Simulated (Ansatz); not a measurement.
MoTe2 built on the 3R-MoS2 prototype, relaxed with r2SCAN+rVV10, was run in Ansatz 0.2.0 under altered settings. All numbers are computed, without spin polarisation but where a row says otherwise.

```
Mo Te
1.0
     1.77341    1.02388    7.10414
    -1.77341    1.02388    7.10414
     0.00000   -2.04776    7.10414
Mo Te
1 2
Direct
  0.99996 0.99996 0.99996
  0.41742 0.41742 0.41742
  0.24928 0.24928 0.24928
```

The base run's other keys:
```yaml
kpoints:
  mp_grid: { grid: [4, 4, 4] }
hamiltonian:
  xc: hse06
scf:
  occupations: { method: fixed }
  n_extra_bands: 4
```

It takes 19 iterations with 1493 plane waves at 420 eV and 13 k points, and leaves a mean stress of -1.77 GPa. The gap over this mesh is 1.399 eV. It ran on 4 threads of Arm Neoverse V2, with other jobs on the host.

Outcomes, with energy and stress as changes against the base:
```
                                    setting            outcome  ΔF (meV/atom)  Δ mean stress (GPa)  gap on the mesh (eV)  iterations  wall time
  PBE hybrid, exx coeff 0.05, omega 0.3 1/Å          converged              –                 +2.9                 1.037          14       16 s
PBE hybrid, exx coeff 1.0, omega 0.2078 1/Å          converged              –                 -9.6                 2.956          40       29 s
   PBE hybrid, exx coeff 0.5, omega 0.1 1/Å          converged              –                 -3.9                 2.429          29       22 s
   PBE hybrid, exx coeff 1.0, omega 0.3 1/Å          converged              –                 -8.5                 2.303          35       27 s
            kpoints.mp_grid.grid: [8, 8, 1]  converged, warned            +77                 +0.6                 1.598          20       26 s
```
A dash marks a value that wasn't obtained or can't be compared. Stress is positive in compression. Its mean hides that meshes of lower symmetry stress the axes unequally. The base took 18 s.

- PBE hybrid, exx coeff 0.05, omega 0.3 1/Å. That is 5 % exact exchange, screened with ω = 0.3 1/Å, against HSE06's 25 % screened at 0.208 1/Å. The mean stress moves by +2.9 GPa and the gap on the mesh by -0.362 eV (to 1.037). Totals of different functionals aren't comparable.
- PBE hybrid, exx coeff 1.0, omega 0.2078 1/Å. That is 100 % exact exchange, screened with ω = 0.2078 1/Å, against HSE06's 25 % screened at 0.208 1/Å. The mean stress moves by -9.6 GPa and the gap on the mesh by +1.556 eV (to 2.956). Totals of different functionals aren't comparable.
- PBE hybrid, exx coeff 0.5, omega 0.1 1/Å. That is 50 % exact exchange, screened with ω = 0.1 1/Å, against HSE06's 25 % screened at 0.208 1/Å. The mean stress moves by -3.9 GPa and the gap on the mesh by +1.030 eV (to 2.429). Totals of different functionals aren't comparable. The program warns that on this mesh the truncation of the exchange isn't bounded, so part of the change can be an error of the mesh.
- PBE hybrid, exx coeff 1.0, omega 0.3 1/Å. That is 100 % exact exchange, screened with ω = 0.3 1/Å, against HSE06's 25 % screened at 0.208 1/Å. The mean stress moves by -8.5 GPa and the gap on the mesh by +0.904 eV (to 2.303). Totals of different functionals aren't comparable.
- kpoints.mp_grid.grid: [8, 8, 1]. The free energy moves by +77 meV an atom, the mean stress by +0.6 GPa (single components by up to 1.6) and the gap on the mesh by +0.198 eV (to 1.598). The mesh breaks the crystal's symmetry, so the stress, and any force that symmetry no longer fixes, lose it too. The gap changes mostly because other points are sampled; a mesh that misses a band edge overestimates it. The mesh is too coarse. Warned: symmetry narrowed by mesh.

Spin-orbit coupling is left out, which matters wherever the heavy atoms make up the band edges.

The program warns that its thresholds are loose for a hybrid's stress.

The meshes of the hybrids are coarse, so their gaps aren't converged to the digits shown.
